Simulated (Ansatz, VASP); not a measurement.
Mo: VASP beside Ansatz

File INCAR:

```
SYSTEM = Mo
PREC = Accurate
ENCUT = 520
EDIFF = 1E-6
ISMEAR = -1
SIGMA = 0.1
LREAL = .FALSE.
LASPH = .TRUE.
NELM = 100
ALGO = Normal
ISIF = 2
LWAVE = .FALSE.
LCHARG = .FALSE.
GGA = B5
ALDAX = 1.0
AGGAX = 1.0
AGGAC = 1.0
ALDAC = 0.0
NBANDS = 13
```

Contents of KPOINTS:

```
Automatic mesh
0
G
  13 13 13
  0 0 0
```

The input POSCAR:

```
Mo
1.0
    2.7113926313      0.0000000000      0.0000000000
    0.0000000000      2.7113926313      0.0000000000
    0.0000000000      0.0000000000      2.7113926313
Mo
1
Direct
    0.0000000000      0.0000000000      0.0000000000
```

Input for Ansatz:

```yaml
crystal:
  lattice:
    - [2.7113926313, 0.0, 0.0]
    - [0.0, 2.7113926313, 0.0]
    - [0.0, 0.0, 2.7113926313]
  atoms:
    - { symbol: Mo, position: [0.0, 0.0, 0.0] }
hamiltonian:
  xc: blyp
  pseudopotentials:
    kind: paw
    azcp:
      Mo: "pseudopotentials/Mo.paw.azcp"
basis:
  ecutwfc: 420
  fft_grid_basis: typed
kpoints:
  mp_grid: { grid: [13, 13, 13], shift: [0, 0, 0] }
magnetization:
  spin_polarized: false
scf:
  occupations: { method: fermi_dirac, width: 0.1 }
  lower_state_search: "off"
output:
  stress: true
  write_density: true
  write_potential: true
  elf: true
  volumetric_format: npy
```

Alike in both runs: task single point; functional BLYP; k mesh 13 × 13 × 13; occupations fermi-dirac, width 0.1 eV; no spin polarisation.

```csv
,VASP,Ansatz
version,VASP 6.6.1,Ansatz 0.2.0
potentials or method,"VASP PAW PBE potentials, release 64 (Mo_sv)","plane waves (420 eV) with PAW, scalar-relativistic"
plane-wave cutoff (eV),520,420
valence electrons in the cell,14,14
```

```tsv
	VASP	Ansatz	Ansatz less VASP
pressure (GPa)	-11.2	-11.7	-0.49
```

Caveats: the PAW data sets were made with another functional, which shifts forces and pressure a little (VASP).
